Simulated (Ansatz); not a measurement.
# GaSb: a single-point run

The task is a single-point run on GaSb. The structure is shown as the input types it. The cell is built on a prototype (h-MgO type) and needn't be the phase found in nature.

Computed with Ansatz 0.2.0 (density functional or hybrid calculation with the settings of its input, plane waves (as first typed), unless a step's input says otherwise).

2 further runs of the same task are left out: 2 that didn't finish.

## (1) The starting structure

It takes space group P6_3/mmc (No. 194, hexagonal). The conventional cell has a = 4.689 Å, b = 4.689 Å, c = 5.915 Å, α = 90.00°, β = 90.00°, γ = 120.00°. Around Ga (site symmetry -6m2) lie 5 Sb at 2.71 to 2.96 Å. Around Sb (site symmetry -6m2) lie 5 Ga at 2.71 to 2.96 Å.

Structure file:

```xyz
4
Lattice="4.6886 0.0000 0.0000 -2.3443 4.0605 0.0000 0.0000 0.0000 5.9148" Properties=species:S:1:pos:R:3 pbc="T T T"
Ga    0.0000    2.7070    1.4787
Ga    2.3443    1.3535    4.4361
Sb    2.3443    1.3535    1.4787
Sb    0.0000    2.7070    4.4361
```

## (2) The calculation

input.yaml reads:

```yaml
crystal:
  lattice:
    - [4.6886257806, 0.0, 0.0]
    - [-2.3443128903, 4.0604690349, 0.0]
    - [0.0, 0.0, 5.9148461418]
  atoms:
    - { symbol: Ga, position: [0.3333333333, 0.6666666667, 0.25] }
    - { symbol: Ga, position: [0.6666666667, 0.3333333333, 0.75] }
    - { symbol: Sb, position: [0.6666666667, 0.3333333333, 0.25] }
    - { symbol: Sb, position: [0.3333333333, 0.6666666667, 0.75] }
kpoints:
  mp_grid: { grid: [6, 6, 4] }
hamiltonian:
  xc: r2scan
scf:
  occupations: { method: fermi_dirac, width: 0.02 }
  n_extra_bands: 5
  convergence: { dr2_threshold: 0.01 }
  max_iter: 70
output:
  forces: true
  stress: true
  eigenvalues: true
```

Launch:

```
$ ansatz run input.yaml --threads 4 --pin off --max-ram 3686MiB --backend cpu --events-out ev --progress --plain --runs-dir out
```

**Question.** How will this run end, and is anything wrong with its input?

The program finished normally, with warnings (force scf threshold loose, stress scf threshold loose). Its log warns: «scf.convergence.dr2_threshold = 1e-2 eV is looser than this run's default, which is 1e-7 eV or tighter. The error in the forces grows as the threshold's square root ...»

The threshold asked is loose, but the program put off the close and ended at dr2 = 2.7e-8, so little accuracy was lost here.

Run again and compare: delete scf.convergence.dr2_threshold (the default then holds).
